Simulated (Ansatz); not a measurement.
# Mg in place of Sr: Sr2O and Mg2O

Computed with DFT PBE, scalar-relativistic, plane waves, PAW (Ansatz). Settings: cutoff 420 eV, Γ-centred meshes spaced at most about 0.3 Å⁻¹, and about 0.25 Å⁻¹ or finer for metals (2π included), Gaussian smearing. No spin polarisation.

Formation energies are uncorrected and refer to the elements' standard structures at the same level (O₂ as a molecule).

Sr2O in the anti-rutile type (P4_2/mnm (No. 136); invented) has a = 6.617 Å, c = 3.711 Å, 27.08 Å³/atom, shortest distance 2.58 Å (Sr–O), formation energy -1.57 eV/atom, no gap on its mesh:

```xyz
6
Lattice="6.6170 0.0000 0.0000 0.0000 6.6170 0.0000 0.0000 0.0000 3.7114" Properties=species:S:1:pos:R:3 pbc="T T T"
Sr    4.5740    4.5740    0.0000
Sr    5.3516    1.2655    1.8557
Sr    2.0430    2.0430    0.0000
Sr    1.2655    5.3516    1.8557
O     3.3085    3.3085    1.8557
O     0.0000    0.0000    0.0000
```

Task: Predict cell, gap and energy of Mg2O in the same type.

Result: Mg2O (invented) has a = 5.242 Å, c = 3.130 Å, 14.34 Å³/atom, shortest distance 2.17 Å (Mg–O), formation energy -1.36 eV/atom, no gap on its mesh. The volume per atom changes by -47.1 % and the formation energy by +0.21 eV/atom (from unrounded values). The covalent radius goes from 1.95 Å (Sr) to 1.41 Å (Mg), a change of -0.54 Å, and the nearest contact of that site goes from 2.58 Å (Sr–O) to 2.17 Å (Mg–O); the electronegativity goes from 0.95 to 1.31. The lowest form of Mg2O computed here is another, P-3m1 (invented), 288 meV/atom lower.

Space group P4_2/mnm (No. 136). a = 5.242 Å, b = 5.242 Å, c = 3.130 Å, α = 90.00°, β = 90.00°, γ = 90.00°
| atom | site | symmetry | x | y | z |
| --- | --- | --- | --- | --- | --- |
| Mg | 4f | m.2m | 0.2933 | 0.2933 | 0.0000 |
| O | 2a | m.mm | 0.0000 | 0.0000 | 0.0000 |

A magnetic state wasn't ruled out in cells without spin, among them Sr2O P4_2/mnm. A cell with a lower form of its own composition isn't stable at this level. Some candidate types were left out of the draw beforehand, so a known form may be missing.
